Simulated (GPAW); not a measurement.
Crystal: MnO.

```
Mn O
1.0
     0.00000    2.22200    2.22200
     2.22200    0.00000    2.22200
     2.22200    2.22200    0.00000
Mn O
1 1
Direct
  0.00000 0.00000 0.00000
  0.50000 0.50000 0.50000
```

Base run:

```yaml
Program: GPAW 26.7.0
Functional: r2SCAN
Potentials_or_basis: GPAW PAW data sets (gpaw-data 1.2.1)
Cutoff: 800 eV
Basis: pw
k_mesh: 7 × 7 × 7
Occupations: fermi-dirac, width 0.05 eV
Spin: collinear spin, ferromagnetic start
Starting_moments: "[4.0, 0.0] μB"
Hubbard_terms: Mn d U = 8 eV
```

Its results: band gap on the k mesh 1.76 eV, indirect (least direct gap 3.34 eV); pressure 9.2 GPa; net moment 5.00 μB per cell; site moments Mn +4.65; O +0.09 μB.

Task: The run is repeated on the same cell with these changes: hubbard terms from Mn d U = 8 eV to Mn d U = 6 eV. What comes out?

Result: Band gap on the k mesh 1.40 eV, indirect (least direct gap 3.29 eV); pressure 8.1 GPa; net moment 5.00 μB per cell; site moments Mn +4.61; O +0.11 μB.

Caveats: the PAW data sets were made with another functional, which shifts forces and pressure a little; an odd mesh through Γ misses points on the zone boundary, where band edges often lie; a cell with one magnetic atom can't hold antiferromagnetic order, which such compounds often take.

Not every run made on this cell is shown here.
